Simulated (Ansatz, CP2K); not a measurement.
**Y: 3 runs at one level of theory**

```
Y
1.0
     3.64254    0.00000    0.00000
    -1.82127    3.15454    0.00000
     0.00000    0.00000   11.84413
Y
4
Cartesian
  1.8213 1.0515 8.8831
  0.0000 0.0000 5.9221
  0.0000 2.1030 2.9610
  0.0000 0.0000 0.0000
```

Alike in all runs: task single point; functional PBEsol; k mesh 8 × 8 × 3; occupations fermi-dirac, width 0.05 eV; no spin polarisation; no spin-orbit coupling. Pressure is positive in compression and, in plane waves, holds the error of the finite cutoff, which Ansatz's Pulay term estimates and takes out.

```json
{"program and potentials": "Ansatz, Ansatz PAW", "plane-wave cutoff (eV)": "420", "notes": "potentials made for PBE, which Ansatz adapts in part", "pressure (GPa)": "-3.50"}
{"program and potentials": "Ansatz, all-electron LAPW, scalar-relativistic", "plane-wave cutoff (eV)": "-", "notes": "-", "pressure (GPa)": "-3.50"}
{"program and potentials": "CP2K, POTENTIAL_UZH Y GTH-PBE-q11; TZVP-MOLOPT-PBE-GTH basis", "plane-wave cutoff (eV)": "-", "notes": "atomic basis; potentials made for PBE", "pressure (GPa)": "-3.40"}
```

The pressure spans -3.50 (Ansatz, Ansatz PAW) to -3.40 GPa (CP2K, POTENTIAL_UZH Y GTH-PBE-q11; TZVP-MOLOPT-PBE-GTH basis), with all-electron results at -3.50. Rows in atomic bases carry the error of their basis and grid, which can be large.

The functional is the same throughout but for its coding, so the spread measures potentials, basis and numerics; runs on potential files found faulty are left out.
